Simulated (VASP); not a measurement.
# Si3N4 (P-43m) in VASP: further runs

One crystal, Si3N4, is run at these levels: PBE; tasks: single point, relaxation of cell and atoms.

All numbers are computed with VASP 6.6.1; they aren't measurements. Logs are shortened: lines on timing, memory, paths and dates and some standing lists are left out, and cuts for length are marked.

### Step 1. The crystal as given

Symmetry: P-43m, No. 215, cubic system. Conventional cell: a = 4.131 Å, b = 4.131 Å, c = 4.131 Å, α = 90.00°, β = 90.00°, γ = 90.00°. Si (site symmetry -42m) is surrounded by 4 N at 1.77 Å. Around N (site symmetry 3m) lie 3 Si at 1.77 Å.

The cell was built by a generator and needn't be a form met in nature.

### Step 2. Single point, PBE

Input file INCAR:

```
PREC = Accurate ; ENCUT = 520
EDIFF = 1E-7 ; ISMEAR = 0
SIGMA = 0.02 ; LREAL = F
LASPH = T ; NELM = 60
ALGO = Normal ; ISIF = 2
LWAVE = F ; LCHARG = F
GGA = PE ; NBANDS = 25
```

Input file KPOINTS:

```
regular mesh
0
Gamma
  6 6 6
```

Input file POSCAR:

```
Si3N4
1.0
    4.1307765543      0.0000000000      0.0000000000
    0.0000000000      4.1307765543      0.0000000000
    0.0000000000      0.0000000000      4.1307765543
Si N
3 4
Direct
    0.0000000000      0.0000000000      0.5000000000
    0.5000000000      0.0000000000      0.0000000000
    0.0000000000      0.5000000000      0.0000000000
    0.2395205918      0.2395205918      0.7604794082
    0.7604794082      0.7604794082      0.7604794082
    0.2395205918      0.7604794082      0.2395205918
    0.7604794082      0.2395205918      0.2395205918
```

Potentials or basis: VASP PAW PBE potentials, release 64 (Si, N).

Started as:

```console
cat potpaw_PBE.64/Si/POTCAR potpaw_PBE.64/N/POTCAR > POTCAR
mpirun -np 1 vasp_std > vasp.out
```

OUTCAR:

```text
PREC = Accurate
   ENCUT = 520
   EDIFF = 1E-7
   ISMEAR = 0
   LREAL = F
   LASPH = T
   NELM = 60
   ISIF = 2
   GGA = PE

 ion  position               nearest neighbor table
   1  0.000  0.000  0.500-   4 1.77   5 1.77   6 1.77   7 1.77   2 2.92   3 2.92   2 2.92   3 2.92
                             3 2.92   3 2.92   2 2.92   2 2.92
   2  0.500  0.000  0.000-   4 1.77   5 1.77   6 1.77   7 1.77   1 2.92   3 2.92   1 2.92   3 2.92
                             1 2.92   3 2.92   1 2.92   3 2.92
   3  0.000  0.500  0.000-   4 1.77   5 1.77   6 1.77   7 1.77   1 2.92   2 2.92   1 2.92   1 2.92
                             2 2.92   1 2.92   2 2.92   2 2.92
   4  0.240  0.240  0.760-   1 1.77   2 1.77   3 1.77
   5  0.760  0.760  0.760-   1 1.77   2 1.77   3 1.77
   6  0.240  0.760  0.240-   1 1.77   2 1.77   3 1.77
   7  0.760  0.240  0.240-   1 1.77   2 1.77   3 1.77

  LATTYP: Found a simple cubic cell.
 ALAT       =     4.1307765543

  Lattice vectors:

 A1 = (   4.1307765543,   0.0000000000,   0.0000000000)
 A2 = (   0.0000000000,   4.1307765543,   0.0000000000)
 A3 = (   0.0000000000,   0.0000000000,   4.1307765543)

Analysis of symmetry for initial positions (statically):
=====================================================================
 Subroutine PRICEL returns:
 Original cell was already a primitive cell.

 Routine SETGRP: Setting up the symmetry group for a
 simple cubic supercell.

 Subroutine GETGRP returns: Found 24 space group operations
 (whereof 24 operations were pure point group operations)
 out of a pool of 48 trial point group operations.

The static configuration has the point symmetry T_d .

Analysis of symmetry for dynamics (positions and initial velocities):
=====================================================================
 Subroutine PRICEL returns:
 Original cell was already a primitive cell.

 Routine SETGRP: Setting up the symmetry group for a
 simple cubic supercell.

 Subroutine GETGRP returns: Found 24 space group operations
 (whereof 24 operations were pure point group operations)
 out of a pool of 48 trial point group operations.

The dynamic configuration has the point symmetry T_d .

 Subroutine INISYM returns: Found 24 space group operations
 (whereof 24 operations are pure point group operations),
 and found     1 'primitive' translations

----------------------------------------------------------------------------------------

                                     Primitive cell

[... 101 lines left out ...]
   ISIF   =      2    stress and relaxation
   ISYM   =      2    0-nonsym 1-usesym 2-fastsym
   POTIM  = 0.5000    time-step for ionic-motion
   TEBEG  =    0.0;   TEEND  =   0.0 temperature during run
   PSTRESS=    0.0 pullay stress
   NELECT =      32.0000    total number of electrons
   NUPDOWN=      -1.0000    fix difference up-down
   EMIN   =  10.00;   EMAX   =-10.00  energy-range for DOS
   EFERMI =   0.00;   METHOD = LEGACY
   ISMEAR =     0;   SIGMA  =   0.02  broadening in eV -4-tet -1-fermi 0-gaus
   EFERMI_NEDOS =   21; number of points for ismear=-14 and -15
   IALGO  =     38    algorithm
   IMIX   =      4    mixing-type and parameters
     AMIX     =   0.40;   BMIX     =  1.00
     AMIX_MAG =   1.60;   BMIX_MAG =  1.00
  volume/ion in A,a.u.               =      10.07        67.95
  Fermi-wavevector in a.u.,A,eV,Ry     =   1.258229  2.377709 21.539940  1.583141
  Thomas-Fermi vector in A             =   2.391849
   LORBIT       =      0    0 simple, 1 ext, 2 COOP (PROOUT), +10 PAW based schemes
   GGA     = PE    functional components
   LHFCALC =     F    Hartree Fock is set to
   AEXX    =    0.0000 exact exchange contribution
   IVDW    =     0    specifies the selected vdW correction
   LEPSILON=     F    determine dielectric tensor
   LRPA    =     F    only Hartree local field effects (RPA)
 non-spin polarized calculation
 Gauss-broadening in eV      SIGMA  =   0.02
  energy-cutoff  :      520.00
  volume of cell :       70.48
 maximum number of plane-waves:      1924
 NGX is ok and might be reduce to    32
   NGX = 15   NGY = 15   NGZ = 15

 number of electron      32.0000000 magnetization

 Free energy of the ion-electron system (eV)
  ---------------------------------------------------
  ext. energy  EPLUGINS =         0.00000000
  ---------------------------------------------------
  free energy    TOTEN  =       -55.55207475 eV

  energy without entropy =      -55.55207475  energy(sigma->0) =      -55.55207475

 E-fermi :   6.9702     XC(G=0): -11.1442

 val. band max:        6.8278286866   @ k =   0.5000   0.5000   0.5000
 cond. band min:       9.5456991849   @ k =   0.0000   0.0000   0.0000
 fundamental gap:      2.7178704983
 Fermi energy:         6.9702074965

 k-point     1 :       0.0000    0.0000    0.0000
  band No.  band energies     occupation
      1     -11.1625      2.00000
      2      -7.2943      2.00000
      3      -7.2943      2.00000
      4      -7.2943      2.00000
      5      -1.7999      2.00000
      6      -1.7999      2.00000
[... 549 lines left out ...]
     24      16.9820      0.00000
     25      16.9820      0.00000

------------------------ aborting loop because EDIFF is reached ----------------------------------------

  FORCE on cell =-STRESS in cart. coord.  units (eV):
  Direction    XX          YY          ZZ          XY          YZ          ZX
  --------------------------------------------------------------------------------------
  -------------------------------------------------------------------------------------
  Total       -0.0962191     -0.0962191     -0.0962191     -0.0000000      0.0000000     -0.0000000
  in kB       -2.1871417     -2.1871417     -2.1871417     -0.0000000      0.0000000     -0.0000000
  external PRESSURE =      -2.1871417 kB  Pullay stress =       0.0000000 kB

 VOLUME and BASIS-vectors are now :
 -----------------------------------------------------------------------------
  energy-cutoff  :      520.00
  volume of cell :       70.48
      direct lattice vectors                 reciprocal lattice vectors
     4.130776554  0.000000000  0.000000000     0.242085232  0.000000000  0.000000000
     0.000000000  4.130776554  0.000000000     0.000000000  0.242085232  0.000000000
     0.000000000  0.000000000  4.130776554     0.000000000  0.000000000  0.242085232

 POSITION                                       TOTAL-FORCE (eV/Angst)
 -----------------------------------------------------------------------------------
      0.00000      0.00000      2.06539        -0.000000     -0.000000     -0.000000
      2.06539      0.00000      0.00000        -0.000000     -0.000000     -0.000000
      0.00000      2.06539      0.00000        -0.000000     -0.000000     -0.000000
      0.98941      0.98941      3.14137        -0.010063     -0.010063      0.010063
      3.14137      3.14137      3.14137         0.010063      0.010063      0.010063
      0.98941      3.14137      0.98941        -0.010063      0.010063     -0.010063
      3.14137      0.98941      0.98941         0.010063     -0.010063     -0.010063
 -----------------------------------------------------------------------------------
    total drift:                                0.000000      0.000000      0.000000

  FREE ENERGIE OF THE ION-ELECTRON SYSTEM (eV)
  ---------------------------------------------------
  free  energy   TOTEN  =       -55.5520747459 eV

  energy  without entropy=      -55.5520747459  energy(sigma->0) =      -55.55207475
```

OSZICAR:

```text
N       E                     dE             d eps       ncg     rms          rms(c)
DAV:   1     0.116734984602E+03    0.11673E+03   -0.15988E+04  1000   0.120E+03
DAV:   2    -0.547568277655E+02   -0.17149E+03   -0.16014E+03  1308   0.247E+02
DAV:   3    -0.632029295364E+02   -0.84461E+01   -0.83946E+01  1341   0.559E+01
DAV:   4    -0.632899126480E+02   -0.86983E-01   -0.86918E-01  1240   0.638E+00
DAV:   5    -0.632913150777E+02   -0.14024E-02   -0.14017E-02  1342   0.763E-01    0.198E+01
DAV:   6    -0.555683511028E+02    0.77230E+01   -0.23237E+01  1305   0.267E+01    0.906E+00
DAV:   7    -0.555791359065E+02   -0.10785E-01   -0.17294E+00  1278   0.721E+00    0.426E+00
DAV:   8    -0.555527696059E+02    0.26366E-01   -0.85770E-02  1269   0.197E+00    0.140E+00
DAV:   9    -0.555515805709E+02    0.11890E-02   -0.17496E-02  1278   0.913E-01    0.251E-01
DAV:  10    -0.555519572596E+02   -0.37669E-03   -0.15757E-03  1270   0.232E-01    0.121E-01
DAV:  11    -0.555520777924E+02   -0.12053E-03   -0.37264E-04  1270   0.131E-01    0.325E-02
DAV:  12    -0.555520738647E+02    0.39277E-05   -0.15098E-05  1327   0.305E-02    0.147E-02
DAV:  13    -0.555520747123E+02   -0.84760E-06   -0.65468E-06  1301   0.148E-02    0.350E-03
DAV:  14    -0.555520747459E+02   -0.33630E-07   -0.37969E-07  1262   0.378E-03
   1 F= -.55552075E+02 E0= -.55552075E+02  d E =-.153241E-25
```

stdout:

```text
POSCAR found type information on POSCAR SiN
 POSCAR found :  2 types and       7 ions
 scaLAPACK will be used
 LDA part: xc-table for (Slater+PW92), standard interpolation
 POSCAR, INCAR and KPOINTS ok, starting setup
 FFT: planning ... GRIDC
 FFT: planning ... GRID_SOFT
 FFT: planning ... GRID
 WAVECAR not read
 entering main loop
```

Wall time 19 s (1 thread of Intel Xeon Platinum 8488C (Sapphire Rapids), shared host); peak memory 0.17 GiB.

Results:

* Free energy: -55.5521 eV
* Pressure: -0.2 GPa
* Largest force: 0.017 eV/Å
* Band gap on the k mesh: 2.72 eV, indirect (least direct gap 2.92 eV)

Forces on the atoms (eV/Å):
```
Si   0.000  0.000  0.000
Si   0.000  0.000  0.000
Si   0.000  0.000  0.000
N   -0.010 -0.010  0.010
N    0.010  0.010  0.010
N   -0.010  0.010 -0.010
N    0.010 -0.010 -0.010
```

A k mesh can miss the band edges.

### Step 3. Relaxation of cell and atoms, PBE

Input file INCAR:

```
SYSTEM = Si3N4
PREC = Accurate
ENCUT = 600
EDIFF = 1E-7
ISMEAR = 0
SIGMA = 0.02
LREAL = .False.
LASPH = .True.
NELM = 100
ALGO = Normal
ISIF = 3
LWAVE = .False.
LCHARG = .False.
GGA = PE
IBRION = 2
NSW = 100
EDIFFG = -0.01
```

Input file KPOINTS:

```
Automatic mesh
0
Gamma
  6 6 6
  0 0 0
```

POSCAR is that of step 2.

Potentials or basis: VASP PAW PBE potentials, release 64 (Si, N).

Started as:

```console
cat potpaw_PBE.64/Si/POTCAR potpaw_PBE.64/N/POTCAR > POTCAR
mpirun -np 1 vasp_std > vasp.out
```

Run time: 54 s. Hardware: 1 thread of Intel Xeon Platinum 8488C (Sapphire Rapids), shared host; peak memory 0.2 GiB.

Results (log left out):

```
Free energy                            : -55.5585 eV
Relaxed volume                         : 10.06 Å³/atom
Relaxed cell                           : a = 4.129 Å, b = 4.129 Å, c = 4.129 Å, α = 90.00°, β = 90.00°, γ = 90.00°
Space group after relaxing (to 0.05 Å) : P-43m (No. 215)
Energy gained by relaxing              : 0.0 meV/atom
Ionic steps                            : 3
Pressure after relaxing                : 0.0 GPa
Band gap on the k mesh                 : 2.72 eV, indirect (least direct gap 2.92 eV)
```

Forces on the atoms (eV/Å):
```
Si   0.000  0.000  0.000
Si   0.000  0.000  0.000
Si   0.000  0.000  0.000
N    0.001  0.001 -0.001
N   -0.001 -0.001 -0.001
N    0.001 -0.001  0.001
N   -0.001  0.001  0.001
```

Step by step:
```csv
step,energy change (eV),largest force (eV/Å),pressure (GPa),volume (Å³)
1,0.0000,0.0153,-0.33,70.48
2,0.0001,0.0253,0.44,70.28
3,-0.0001,0.0022,0.00,70.39
```

Final structure:
```
Si N
1.0
     4.12902    0.00000    0.00000
     0.00000    4.12902    0.00000
     0.00000    0.00000    4.12902
Si N
3 4
Direct
  0.00000 0.00000 0.50000
  0.50000 0.00000 0.00000
  0.00000 0.50000 0.00000
  0.23948 0.23948 0.76052
  0.76052 0.76052 0.76052
  0.23948 0.76052 0.23948
  0.76052 0.23948 0.23948
```

Levels at points of the mesh, in eV from the valence-band top:
| k point | band 12 | band 13 | band 14 | band 15 | band 16 | band 17 | band 18 | band 19 | band 20 |
| --- | --- | --- | --- | --- | --- | --- | --- | --- | --- |
| (0.00, 0.00, 0.00) | -3.35 | -3.35 | -0.20 | -0.20 | -0.20 | 2.72 | 2.72 | 2.72 | 4.21 |
| (0.50, 0.00, 0.00) | -3.36 | -3.18 | -2.27 | -0.54 | -0.54 | 4.87 | 5.74 | 5.74 | 5.78 |
| (0.50, 0.50, 0.00) | -3.18 | -2.49 | -1.78 | -0.25 | -0.25 | 6.28 | 6.28 | 7.91 | 7.91 |
| (0.50, 0.50, 0.50) | -2.75 | -2.75 | 0.00 | 0.00 | 0.00 | 5.73 | 5.73 | 5.73 | 8.41 |

### Step 4. Single point, PBE

This run uses another cell than the first one, of 9.43 Å³/atom, 0.937 times its volume.

Input file INCAR:

```
PREC = Accurate
ENCUT = 520
EDIFF = 1E-6
ISMEAR = 0
SIGMA = 0.1
LREAL = False
LASPH = True
NELM = 60
ALGO = Fast
ISIF = 2
LWAVE = False
LCHARG = False
GGA = PE
NBANDS = 25
```

Input file KPOINTS:

```
Automatic mesh
0
Gamma
  4 4 4
```

Input file POSCAR:

```
Si3N4
1.0
    4.0415235500      0.0000000000      0.0000000000
    0.0000000000      4.0415235500      0.0000000000
    0.0000000000      0.0000000000      4.0415235500
Si N
3 4
Direct
    0.0000000000      0.0000000000      0.5000000000
    0.5000000000      0.0000000000      0.0000000000
    0.0000000000      0.5000000000      0.0000000000
    0.2456870000      0.2456870000      0.7543130000
    0.7543130000      0.7543130000      0.7543130000
    0.2456870000      0.7543130000      0.2456870000
    0.7543130000      0.2456870000      0.2456870000
```

Started as:

```console
cat potpaw_PBE.64/Si/POTCAR potpaw_PBE.64/N/POTCAR > POTCAR
mpirun -np 1 vasp_std > vasp.out
```

Run time: 17 s. Hardware: 1 thread of Intel Xeon Platinum 8488C (Sapphire Rapids), shared host; peak memory 0.15 GiB.

The run converged. Its results:

```
Free energy            : -55.3403 eV
Pressure               : 13.5 GPa
Largest force          : 0.337 eV/Å
Band gap on the k mesh : 2.62 eV, indirect (least direct gap 2.84 eV)
```

Forces on the atoms (eV/Å):
```
Si   0.000  0.000  0.000
Si   0.000  0.000  0.000
Si   0.000  0.000  0.000
N   -0.195 -0.195  0.195
N    0.195  0.195  0.195
N   -0.195  0.195 -0.195
N    0.195 -0.195 -0.195
```

Levels at points of the mesh, in eV from the valence-band top:
| k point | band 14 | band 15 | band 16 | band 17 | band 18 | band 19 |
| --- | --- | --- | --- | --- | --- | --- |
| (0.00, 0.00, 0.00) | -0.22 | -0.22 | -0.22 | 2.62 | 2.62 | 2.62 |
| (0.50, 0.00, 0.00) | -2.59 | -0.70 | -0.70 | 5.11 | 5.86 | 5.86 |
| (0.50, 0.50, 0.00) | -2.17 | -0.28 | -0.28 | 6.71 | 6.71 | 7.94 |
| (0.50, 0.50, 0.50) | 0.00 | 0.00 | 0.00 | 6.40 | 6.40 | 6.40 |

A k mesh can miss the band edges. PBE gaps usually lie below the measured ones, often by a third to a half.

### Step 5. Overview

```tsv
task	cell	k mesh	cutoff (eV)	smearing	gap on the mesh (eV)	pressure (GPa)	largest force (eV/Å)
single point	P-43m, 10.07 Å³/atom	6 × 6 × 6	520	gaussian 0.02 eV	2.72	-0.2	0.02
relaxation of cell and atoms	relaxed	6 × 6 × 6	600	gaussian 0.02 eV	2.72	0.0	-
single point	P-43m, 9.43 Å³/atom	4 × 4 × 4	520	gaussian 0.1 eV	2.62	13.5	0.34
```

Alike in all rows: level PBE; potentials or basis VASP PAW PBE potentials, release 64 (Si, N); no spin polarisation.

Absolute energies hang on the potentials; compare differences alone.
